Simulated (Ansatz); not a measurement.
# In2O3 — quadrupolar parameters

The cell is a structure deposited in the COD whose atoms were relaxed with PBE, the cell held.

```cif
data_In2O3
_symmetry_space_group_name_H-M 'Ia-3'
_symmetry_Int_Tables_number 206
_cell_length_a 10.1200
_cell_length_b 10.1200
_cell_length_c 10.1200
_cell_angle_alpha 90.000
_cell_angle_beta 90.000
_cell_angle_gamma 90.000
loop_
_atom_site_label
_atom_site_type_symbol
_atom_site_symmetry_multiplicity
_atom_site_Wyckoff_symbol
_atom_site_fract_x
_atom_site_fract_y
_atom_site_fract_z
In1 In 8 b 0.2500 0.2500 0.2500
In5 In 24 d 0.9662 0.0000 0.2500
O O 48 e 0.1186 0.1089 0.3453
```

One atom of each set is listed; the run and its k-mesh use a cell of 40 atoms with edges of 8.76, 8.76, 8.76 Å.

All values are calculated (Ansatz; DFT, PBE, plane waves and PAW (field gradients read without the response of the frozen cores, which leaves them typically 4 to 6 % off), scalar-relativistic, 420 eV cutoff, Γ-centred 3×3×3 k-points, Fermi–Dirac smearing 0.02 eV), not measured.

V_zz is the principal component of the electric field gradient with the largest magnitude, η = (V_xx − V_yy)/V_zz and C_Q = eQV_zz/h.

¹¹⁵In: I = 9/2, Q = 772.0 mb; ¹⁷O: I = 5/2, Q = -25.58 mb. Quadrupole moments are those of Pyykkö's year-2017 table.

Question: Which values are expected at the nuclei?

Answer: 

```json
{"site": "In1", "atoms": "4", "first shell": "6 O at 2.18 Å", "V_zz (10²¹ V/m²)": "7.60", "η": "0.00", "C_Q (MHz)": "142"}
{"site": "In5", "atoms": "12", "first shell": "6 O at 2.13–2.23 Å", "V_zz (10²¹ V/m²)": "4.74", "η": "0.92", "C_Q (MHz)": "88.5"}
{"site": "O", "atoms": "24", "first shell": "4 In at 2.13–2.23 Å", "V_zz (10²¹ V/m²)": "-2.57", "η": "0.43", "C_Q (MHz)": "1.59"}
```

An axis of threefold or higher order runs through In1, so V_zz lies along it and η is zero.

At this cell the PBE pressure is 8 GPa, so with PBE the cell would grow if it were relaxed. Without spin–orbit coupling (the program notes it for In) the gradients are little affected as a rule: paired runs on crystals with a gap mostly move them by under 2 % at such atoms. The database positions were far from equilibrium, so the relaxed structure may not be the compound's real one.
